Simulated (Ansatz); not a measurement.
# NbAs: the cost of one run

Computed with Ansatz 0.2.0 (DFT PBE, scalar-relativistic, plane waves, PAW, unless a step's input says otherwise).

The COD cell was measured well above room temperature, so it is larger than a cold one.

### 1 Starting point

It takes space group Fm-3m (No. 225, cubic). Conventional cell: a = 5.197 Å, b = 5.197 Å, c = 5.197 Å, α = 90.00°, β = 90.00°, γ = 90.00°. Nb (site symmetry m-3m) is surrounded by 6 As at 2.60 Å. As (site symmetry m-3m) has 6 Nb at 2.60 Å as nearest neighbours.

Structure file:

```
CELL_PARAMETERS angstrom
0.00000 2.59857 2.59857
2.59857 0.00000 2.59857
2.59857 2.59857 0.00000
ATOMIC_POSITIONS crystal
Nb 0.00000 0.00000 0.00000
As 0.50000 0.50000 0.50000
```

This is candidate A: rock salt type (Fm-3m, No. 225).

(A quick probe on a coarse mesh, which set the mesh and smearing, is not shown.)

### 3 Rough relaxation on the coarse mesh (candidate A)

File input.yaml:

```yaml
crystal:
  lattice:
    - [0.0, 2.598571932, 2.598571932]
    - [2.598571932, 0.0, 2.598571932]
    - [2.598571932, 2.598571932, 0.0]
  atoms:
    - { symbol: Nb, position: [0.0, 0.0, 0.0] }
    - { symbol: As, position: [0.5, 0.5, 0.5] }
basis:
  ecutwfc: 420
kpoints:
  mp_grid: { grid: [6, 6, 6] }
hamiltonian:
  xc: pbe
scf:
  occupations: { method: gaussian, width: 0.1 }
  lower_state_search: "off"
output:
  forces: true
  stress: true
  eigenvalues: true
relax:
  adjacent_minimum: "off"
  f_tol: 0.04
  max_steps: 70
  cell: { stress_tol: 0.4 }
```

Started as:

```console
$ ansatz run input.yaml --threads 1 --pin off --max-ram 2560MiB --backend cpu --events-out ev --progress --plain --runs-dir out
```

**Question.** How long does this run take on 1 thread of Intel Xeon 6975P-C (Granite Rapids), shared host, and how much memory does it need?

About 2.2 s, with a peak of 0.33 GiB.
